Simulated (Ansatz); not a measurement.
# Electrons against holes in CaF2, calculated with Ansatz

Space group Fm-3m (No. 225), 3 atoms in the cell of the first input below: a = 3.863 Å, b = 3.863 Å, c = 3.863 Å, α = 60.00°, β = 60.00°, γ = 60.00°.

The cell was built from a prototype of a structure type listed for this compound, at its measured volume, taken without relaxation (pressure 2.2 GPa with this functional, without spin–orbit coupling). Functional: PBE.

Spin–orbit coupling is left out. Kohn–Sham gap on the run's mesh: 7.30 eV (the true one may be smaller).

The states of the whole zone with their velocity products:

```yaml
crystal:
  lattice:
    - [0.0, 2.7312487411, 2.7312487411]
    - [2.7312487411, 0.0, 2.7312487411]
    - [2.7312487411, 2.7312487411, 0.0]
  atoms:
    - { symbol: Ca, position: [0.0, 0.0, 0.0] }
    - { symbol: F, position: [0.25, 0.25, 0.25] }
    - { symbol: F, position: [0.75, 0.75, 0.75] }
basis:
  ecutwfc: 420
  ecutrho_ratio: 4
kpoints:
  mp_grid: { grid: [10, 10, 10] }
hamiltonian:
  xc: pbe
scf:
  occupations: { method: gaussian, width: 0.05 }
output:
  forces: true
  stress: true
  eigenvalues: true
  states_by_energy: { minimum_broadening: 0.05 }
```

```bash
ansatz run input.yaml --threads 4 --pin off --max-ram 9216MiB --backend cpu --events-out ev --progress --plain --runs-dir out
```

Time: 44 s on 4 threads of Arm Neoverse V1, on a shared host, peak memory 0.86 GiB.

From that table, at a constant relaxation time τ with Fermi–Dirac weights and rigid bands:

```
T (K)  doping (cm⁻³)  μ − E_F (eV)  σ_xx/τ (10²⁰/Ω m s)  S_xx (μV/K)  Lorenz (10⁻⁸ V²/K²)  ħω_p,xx (eV)
  600         n 1e19         3.599              0.00489         -312                 1.87         0.155
  600         p 1e19        -3.385              0.00115          658                 1.97         0.075
  600         n 1e20         3.768               0.0479         -134                 2.04         0.484
  600         p 1e20        -3.504               0.0115          460                 1.97         0.237
  600         p 1e21        -3.632                0.112          268                 2.03         0.741
  900         n 1e19         3.520              0.00479         -364                 1.85         0.153
  900         p 1e19        -3.192             0.000986          728                 1.84         0.069
  900         n 1e20         3.740                0.047         -178                 1.96         0.480
  900         p 1e20        -3.371              0.00984          530                 1.85         0.219
  900         p 1e21        -3.555               0.0967          335                 1.85         0.688
```

Problem. Which of the dopings listed at 600 K has the largest power factor S²σ/τ along x?

Solution. n 1e19: 0.48, p 1e19: 0.5, n 1e20: 0.87, p 1e20: 2.4, p 1e21: 8.1 (10¹¹ W/m K² s), so p 1e21 cm⁻³, if τ is the same for all.

Caveats: crystals with gaps this wide can seldom be doped to such densities with both signs of carrier, so the rows show what the bands would give; melting, decomposition and changes of phase at these temperatures weren't checked; no scattering is computed, and the gap isn't corrected.

At equal doping, holes give the larger thermopower and electrons the larger σ/τ, at both temperatures. This fits the ionic bonding: the valence band comes from compact F 2p orbitals that overlap weakly, so it is flat and heavy with a high density of states, whereas the conduction-band minimum is s-like and dispersive. At 600 K the two effects nearly cancel in the power factor at 1e19 cm⁻³, but at 1e20 cm⁻³ holes lead clearly, because the light electron band is filled further and its thermopower has dropped to -134 μV/K. The hole power factor is still rising at the highest doping listed, so no optimum is located, and electrons have no entry there for comparison.

The advantage of holes probably wouldn't carry over to the real crystal: holes in CaF2 are known to self-trap on pairs of fluoride ions and move by hopping, which rigid bands of the perfect lattice can't describe.
